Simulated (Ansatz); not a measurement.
## ZnS: generalised stacking fault

All numbers below come from DFT PBE, scalar-relativistic, plane waves, PAW (Ansatz). Cutoff 420 eV, Γ-centred 8×8×2 k-points, Gaussian smearing of 0.05 eV. No spin polarisation. Energies are free energies at this smearing, counted from the undisturbed cell; pressure is positive in compression.

Reference structure (relaxed at this level):

```
Zn S
1.0
    -3.84549    0.00000    0.00000
    -1.92275   -3.33029    0.00000
     0.00000    0.00000   12.61067
Zn S
4 4
Direct
  0.33333 0.33333 0.65636
  0.33333 0.33333 0.15636
  0.66667 0.66667 0.90636
  0.66667 0.66667 0.40636
  0.33333 0.33333 0.84364
  0.33333 0.33333 0.34364
  0.66667 0.66667 0.09364
  0.66667 0.66667 0.59364
```

The cut lies on the cell's a–b face, a (0 0 1) plane (indices in the standard cell, whose axes needn't be the Cartesian ones shown) of area 12.81 Å², between layers 2.36 Å apart. Vector c is tilted by f times 1·a + 1·b (length 6.661 Å) with the atoms' Cartesian places fixed: one unrelaxed fault a cell.

Task: Over the sampled range (0.0000 to 0.9167), is the undisturbed cell the lowest point?

Result: Yes, every other sampled point lies higher.

Task: Does the gap on the k-mesh survive along the scan?

Result: It is 2.08 eV at the start and stays between 1.13 and 2.08 eV.

The scan:

| f | γ (mJ/m²) |
| --- | --- |
| 0.0000 | 0 |
| 0.0833 | 115 |
| 0.1667 | 435 |
| 0.2500 | 771 |
| 0.3333 | 884 |
| 0.4167 | 855 |
| 0.5000 | 919 |
| 0.5833 | 1125 |
| 0.6667 | 1275 |
| 0.7500 | 1049 |
| 0.8333 | 536 |
| 0.9167 | 129 |

Cost: 12 runs of about 7.8 core-minutes in all, on Intel Xeon Platinum 8259CL (Skylake/Cascade Lake) (shared hosts).